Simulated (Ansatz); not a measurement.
Straining TaSi2

Computed with Ansatz 0.2.0, DFT PBEsol, scalar-relativistic, plane waves, PAW. Run with 420 eV cutoff, 12×12×6 k-mesh, Gaussian smearing of 0.10 eV, no spin polarisation.

The relaxed crystal:

```
Ta Si
1.0
     4.76099    0.00000    0.00000
    -2.38050    4.12314    0.00000
     0.00000    0.00000    6.55614
Ta Si
3 6
Direct
  0.50000 0.00000 0.00000
  0.50000 0.50000 0.66667
  0.00000 0.50000 0.33333
  0.15928 0.31857 0.00000
  0.84072 0.15928 0.66667
  0.68143 0.84072 0.33333
  0.84072 0.68143 0.00000
  0.15928 0.84072 0.66667
  0.31857 0.15928 0.33333
```

Deformation: biaxial strain in the a-b plane, with the length and tilt of c and the atoms relaxed, all within the symmetry that the strain leaves. Energies are extrapolated to zero smearing.

Spin–orbit coupling is left out, which can shift energies with elements as heavy as these.

Question: Give the structure at -4.0 %.

Answer:
```
Ta Si
1.0
     4.57055    0.00000    0.00000
    -2.28528    3.95821    0.00000
     0.00000    0.00000    6.68474
Ta Si
3 6
Direct
  0.50000 0.00000 0.00000
  0.50000 0.50000 0.66667
  0.00000 0.50000 0.33333
  0.16111 0.32223 0.00000
  0.83889 0.16111 0.66667
  0.67777 0.83889 0.33333
  0.83889 0.67777 0.00000
  0.16111 0.83889 0.66667
  0.32223 0.16111 0.33333
```
Space group P6_422 (181), 66.5 meV/atom over the relaxed crystal.